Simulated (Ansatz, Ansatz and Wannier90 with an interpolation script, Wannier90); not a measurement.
# G0W0 band structure of GaSb (F-43m)

G0W0 gives levels on a mesh alone; what do the bands of GaSb (F-43m) look like between the points?

Program: Ansatz 0.2.0. Level of theory: r2SCAN, Wannier functions and G0W0, plane waves, PAW. Results are calculated unless marked as measured.

The database entry behind the starting cell differs from later determinations by our own check (about 0.4 % long), so it need not match the best structure at ambient conditions.

## Step 1: Set-up

The structure is cubic, space group F-43m (No. 216). The conventional cell has a = 6.118 Å, b = 6.118 Å, c = 6.118 Å, α = 90.00°, β = 90.00°, γ = 90.00°. Ga has 4 Sb at 2.65 Å nearest. Nearest to Sb lie 4 Ga at 2.65 Å. Farther neighbours are not listed.

The cell and positions come from the Crystallography Open Database and are kept as given unless a step says otherwise. Spin-orbit coupling is left out unless a step names it. The default PAW set here is soft_2. Its files were made with PBE.

## Step 2: r2SCAN bands

Levels along a band path, at the cheap level, show where the edges lie and whether the meshes to come will hold them.

This step: DFT, r2SCAN, plane waves, PAW.

File input.yaml:

```yaml
crystal:
  lattice:
    - [0.0, 3.059, 3.059]
    - [3.059, 0.0, 3.059]
    - [3.059, 3.059, 0.0]
  atoms:
    - { symbol: Ga, position: [0.0, 0.0, 0.0] }
    - { symbol: Sb, position: [0.75, 0.75, 0.75] }
kpoints:
  mp_grid: { grid: [6, 6, 6] }
  band_path:
    path:
      - [[0.0, 0.0, 0.0], [-0.5, -0.5, 0.0], [-0.375, -0.375, 0.25]]
      - [[-0.375, 0.0, 0.375], [0.0, 0.0, 0.0], [0.0, 0.0, 0.5], [-0.5, -0.25, 0.25], [-0.5, -0.5, 0.0]]
    npoints: 10
hamiltonian:
  xc: r2scan
scf:
  occupations: { method: fermi_dirac, width: 0.02 }
  n_extra_bands: 30
output:
  eigenvalues: true
  fatbands: true
  write_density: true
  write_potential: true
  elf: true
  volumetric_format: npy
```

Started as:

```console
$ ansatz run input.yaml --threads 12 --pin off --max-ram 22118MiB --backend cpu --events-out ev --progress --plain --runs-dir out
```

Numbers of over 12 decimals in the logs are rounded to 6 here.

Log:

```text
scf.n_extra_bands = 30 over 14 filled bands (N_el = 28.0): the run solves 44 bands
Engine: ansatz 0.2.0, aarch64-unknown-linux-gnu
Pseudopotentials: kind: paw
Pseudopotential: Ga, paw, valence charge 13, recommended cutoff 500 eV (meta_gga), Ga.paw.azcp
Pseudopotential: Sb, paw, valence charge 15, recommended cutoff 500 eV (meta_gga), Sb.paw.azcp
Functional definition: r2SCAN
  parameter k0 = 0.174
  parameter k1 = 0.065
  parameter a1 = 4.9479
  exchange = r2scan_x(k0 = k0, k1 = k1, a1 = a1)
  correlation = r2scan_c
Crystal: 2 atoms, lattice volume = 57.249 Å³
Basis set: ecut = 500 eV, 1459 PW (Γ), exchange–correlation on 128×128×128 points (64 copies of the dense FFT grid, shifted against one another)
Bands: 44, of which v1, the nominal top of the filled ones, is band 14 counted from 1 (13 counted from 0)
Symmetry: 24 space group operations
Space group: F-43m (ITA 216), of the structure as read, at distance tolerance 3.9e-5 Å
k-points: 16 of 216 (time reversal used)
Non-local potential: Ga, projectors of the file, l = 0: 2, l = 1: 2, l = 2: 3, l = 3: 1
Non-local potential: Sb, projectors of the file, l = 0: 2, l = 1: 2, l = 2: 2, l = 3: 2
PAW form: soft (Blöchl's): semilocal exchange-correlation on the pseudo side does not see the compensation charge
PAW frozen core: Ga, regenerated for the run's functional (the file was generated under x = pbe(κ = 0.804, μ = 0.219515), c = pbe(β = 0.066725))
PAW frozen core: Sb, regenerated for the run's functional (the file was generated under x = pbe(κ = 0.804, μ = 0.219515), c = pbe(β = 0.066725))
PAW one-centre angular grid: Ga, 590 points (default); XC on 160 Gauss nodes
PAW one-centre angular grid: Sb, 590 points (default); XC on 160 Gauss nodes
Initial density: superposition of atomic densities (neutral atoms: chi_scale 0, normalization atom), corrected by the library's trained network
Initial wavefunctions: pseudopotential atomic-orbital guess
Functional: x = r2scan, c = r2scan; τ floored in thin density (d = 2e-4 eV/Å³)
SCF iter   1: F=—  HF=-10289.829540 eV  |F-HF|=—  |Δ(HF+E_count)|=         —  Δρ=7.63e-3  dr2=1.36e-2  dr2_τ=3.33e-3  ethr=1.77e-3  ⟨swp⟩=6.2  Hψ=3546  notcnv=0  defer=198
preconditioner: auto → none  [insulator: Δε(μ)=0.391 eV  Ē_g=30.343 eV  σ=0.020 eV  W_gap=1.00  n_scr=14 (ndim 8)  ℏωp=20.8 eV  f_vac=0.094  D(μ)=0.00/eV (n_scr^D=0)  ε∞_Penn≈1.5]
SCF iter   2: F=—  HF=-10289.838810 eV  |F-HF|=—  |Δ(HF+E_count)|=   9.27e-3  Δρ=2.22e-3  dr2=2.00e-3  dr2_τ=3.52e-5  ethr=4.86e-5  ⟨swp⟩=2.6  Hψ=1089  notcnv=0  defer=384
SCF iter   3: F=—  HF=-10289.838413 eV  |F-HF|=—  |Δ(HF+E_count)|=   3.97e-4  Δρ=1.72e-3  dr2=5.34e-4  dr2_τ=7.81e-6  ethr=7.13e-6  ⟨swp⟩=2.0  Hψ=560  notcnv=0  defer=384
SCF iter   4: F=—  HF=-10289.838644 eV  |F-HF|=—  |Δ(HF+E_count)|=   2.31e-4  Δρ=2.98e-4  dr2=1.71e-5  dr2_τ=5.72e-7  ethr=1.91e-6  ⟨swp⟩=2.2  Hψ=377  notcnv=0  defer=384
SCF iter   5: F=—  HF=-10289.838654 eV  |F-HF|=—  |Δ(HF+E_count)|=   9.34e-6  Δρ=2.26e-5  dr2=4.27e-7  dr2_τ=6.74e-9  ethr=6.11e-8  ⟨swp⟩=2.9  Hψ=532  notcnv=0  defer=384
SCF iter   6: F=-10289.838654 eV  HF=-10289.838654 eV  |F-HF|=8.99e-9  |Δ(HF+E_count)|=   2.10e-8  Δρ=7.87e-6  dr2=3.02e-8  dr2_τ=4.29e-10  ethr=3.57e-10  ⟨swp⟩=9.4  Hψ=4301  notcnv=0
SCF 1 converged in 6 iterations: F = -10289.838654 eV  dr2 = 3.02e-8
[...]
NSCF: frozen V_eff on 62 k-points
SCF converged after 6 iterations
Free energy (F): -10289.838654 eV
Harris-Foulkes:  -10289.838654 eV  (|F-HF|=8.99e-9)
Internal energy: -10289.838654 eV  (E = F + TS)
E sigma→0 (E₀):  -10289.838654 eV
Entropy (-TS):   -0.000000 eV (-0.000 meV/atom)
Fermi energy:    7.769128 eV
--- Per-component energies (eV) ---
  E_band       = -279.471003
  E_kinetic    = 321.618359
  E_local      = -3917.235176  (includes V_loc(G=0)·N_el)
  E_nonlocal   = 790.386550
  E_hartree    = 1805.459431
  E_xc         = -189.298194
  E_vxc        = -161.714042  (∫ρ·V_xc dr)
  E_paw        = -6606.703408  (= ΣΔE_a)
  E_vpaw       = -933.499967  (= ΣTr[D̂ρ^β])
  E_aug_tail   = -0.000045  (compensation charges beyond the density's cutoff)
  E_vtau       = 10.054212  (kinetic-family band-sum trace: ∫τ·v_τ [+ j·A + Jᵃ·Aᵃ] dr)
  E_ewald      = -2493.919138
  E_core_change = -0.147033  (= ΣΔE_core)
  E_smearing   = -0.000000  (= −TS)
  E_closure    = 0.000000  (closes the sum)
  Σ components = -10289.838654   (vs F -10289.838654, Δ=0.00e0)
--- Band table (eV; the first three rows and the last of 16) ---
  k-point 0: bands = [... 10 lower, -4.3992, 7.5255, 7.5255, 7.5255, 7.9907, 10.5156, 10.5156, 10.5156, ... 26 higher]
  k-point 1: bands = [... 10 lower, -4.1012, 4.8309, 7.1055, 7.1055, 8.8404, 11.0860, 11.0860, 11.8481, ... 26 higher]
  k-point 2: bands = [... 10 lower, -3.3057, 2.2163, 6.5343, 6.5343, 8.4139, 11.5670, 11.5670, 14.4463, ... 26 higher]
  k-point 15: bands = [... 10 lower, -1.7586, 0.5995, 4.2211, 4.4004, 10.3665, 10.6466, 14.0411, 14.1028, ... 26 higher]
```

Run time: 3.7 s. Hardware: 12 threads of Arm Neoverse V2, shared host; peak memory 0.64 GiB; 36 s of CPU time.

Reading the cycles: dr2 is the Hartree energy of the density residual (eV), the measure of convergence; HF is the Harris–Foulkes estimate of the energy, which meets the free energy F at convergence.

This step gave:

| Quantity | Value |
| --- | --- |
| filled bands | 14 |
| gap | 0.4652 eV |
| valence top at | Γ |
| conduction bottom at | Γ |
| least direct gap | 0.4652 eV |

The gap is direct, at Γ.

Valence density in the ac plane of a cell with a along [110], b along [-110] and c along [001] of the cube at fractional y = 0.000, with atoms of Ga and Sb within 0.2 Å of it. It is the smooth field of the valence electrons, not physical close to the nuclei.

Values in e/Å³, 9 rows by 16 columns, each cell a mean:
```
 9  1  0  0  0  0  0  5  9  1  0  0  0  0  0  5
 0  0  0  0  0  0  0  0  0  0  0  0  0  0  0  0
 0  0  0  0  0  0  0  0  0  0  0  0  0  0  0  0
 0  0  0  0  0  0  0  0  0  0  0  0  0  0  0  0
 0  0  0  0  0  0  0  0  0  0  0  0  0  0  0  0
 0  0  0  1  2  1  0  0  0  0  0  1  2  1  0  0
 0  0  1  9 14  2  0  0  0  0  1  9 14  2  0  0
 0  0  1  3  4  1  0  0  0  0  1  3  4  1  0  0
17  1  0  0  0  0  1 10 17  1  0  0  0  0  1 10
```
Columns run along a (8.7 Å), rows up along c (6.1 Å), edges of the conventional cell, whose origin can differ from the input's. Atoms in or near the plane, at fractional coordinates: Ga at (0.50, 0.00), Ga at (0.00, 0.00), Sb at (0.75, 0.25), Sb at (0.25, 0.25).

ELF in the ac plane of a cell with a along [110], b along [-110] and c along [001] of the cube at fractional y = 0.000, with atoms of Ga and Sb within 0.2 Å of it. It is the smooth field of the valence electrons, not physical close to the nuclei.

Values, 9 rows by 16 columns, each cell a mean:
```
0.12 0.24 0.29 0.23 0.21 0.28 0.26 0.15 0.12 0.24 0.29 0.23 0.21 0.28 0.26 0.15
0.29 0.25 0.12 0.03 0.02 0.08 0.22 0.29 0.29 0.25 0.12 0.03 0.02 0.08 0.22 0.29
0.16 0.09 0.03 0.01 0.01 0.02 0.07 0.14 0.16 0.09 0.03 0.01 0.01 0.02 0.07 0.14
0.03 0.02 0.04 0.09 0.10 0.05 0.02 0.03 0.03 0.02 0.04 0.09 0.10 0.05 0.02 0.03
0.02 0.09 0.29 0.44 0.46 0.35 0.14 0.02 0.02 0.09 0.29 0.44 0.46 0.35 0.14 0.02
0.07 0.32 0.42 0.30 0.27 0.40 0.39 0.12 0.07 0.32 0.42 0.30 0.27 0.40 0.39 0.12
0.28 0.53 0.35 0.05 0.02 0.25 0.52 0.36 0.28 0.53 0.35 0.05 0.02 0.25 0.52 0.36
0.29 0.55 0.53 0.23 0.18 0.42 0.62 0.34 0.29 0.55 0.53 0.23 0.18 0.42 0.62 0.34
0.10 0.27 0.57 0.53 0.49 0.60 0.36 0.11 0.10 0.27 0.57 0.53 0.49 0.60 0.36 0.11
```
Columns run along a (8.7 Å), rows up along c (6.1 Å), edges of the conventional cell, whose origin can differ from the input's. Atoms in or near the plane, at fractional coordinates: Ga at (0.50, 0.00), Ga at (0.00, 0.00), Sb at (0.75, 0.25), Sb at (0.25, 0.25).

## Step 3: Overlaps and projections on 12×12×12

This step: overlaps and projections of r2SCAN states for Wannier90, plane waves, PAW.

input.yaml, the sections that differ from step 2:

```yaml
kpoints:
  mp_grid: { grid: [6, 6, 6] }
scf:
  occupations: { method: fixed }
  n_extra_bands: 30
output:
  wannier:
    kmesh: [12, 12, 12]
    projections:
      - { species: Ga, l: s, shell: 4 }
      - { species: Ga, l: p, shell: 4 }
      - { species: Sb, l: p, shell: 5 }
    minimise: false
    seedname: w
    disentanglement: { window: [0.35, 18.65], frozen_window: [0.35, 10.49] }
# crystal, hamiltonian: as in step 2
```

Log:

```text
[...]
Crystal: 2 atoms, lattice volume = 57.249 Å³
Basis set: ecut = 500 eV, 1459 PW (Γ), exchange–correlation on 128×128×128 points (64 copies of the dense FFT grid, shifted against one another)
Bands: 44, of which v1, the nominal top of the filled ones, is band 14 counted from 1 (13 counted from 0)
Symmetry: 24 space group operations
[...]
k-points: 16 of 216 (time reversal used)
[...]
--- Band table (eV; the first three rows and the last of 16) ---
  k-point 0: bands = [... 10 lower, -4.3992, 7.5255, 7.5255, 7.5255, 7.9907, 10.5156, 10.5156, 10.5156, ... 26 higher]
  k-point 1: bands = [... 10 lower, -4.1012, 4.8308, 7.1055, 7.1055, 8.8404, 11.0859, 11.0859, 11.8480, ... 26 higher]
  k-point 2: bands = [... 10 lower, -3.3057, 2.2163, 6.5343, 6.5343, 8.4139, 11.5670, 11.5670, 14.4463, ... 26 higher]
  k-point 15: bands = [... 10 lower, -1.7586, 0.5995, 4.2211, 4.4003, 10.3665, 10.6466, 14.0411, 14.1028, ... 26 higher]
[key lines of the parts left out:]
SCF converged after 6 iterations
Free energy (F): -10289.838654 eV
Fermi energy:    7.525522 eV
```

Run time: 9.7 s. Hardware: 12 threads; peak memory 2.4 GiB; 61 s of CPU time.

(Continued in part 2 of 3.)

[Paths, hosts, dates, memory and timing lines, banners, echoed tables and standing remarks are left out of the program output.]

[Logs are printed without paths, hosts, clocks, repeated set-up lines and the standing remarks that a program may print on its own settings, such as how far it seeks lower states.]

[Runs of the session that timed out or met a known fault of the program may be left out.]

[Hosts, paths, dates, database ids (printed as entryN), source tags and the programs' standing remarks are cut or masked in the printed files.]
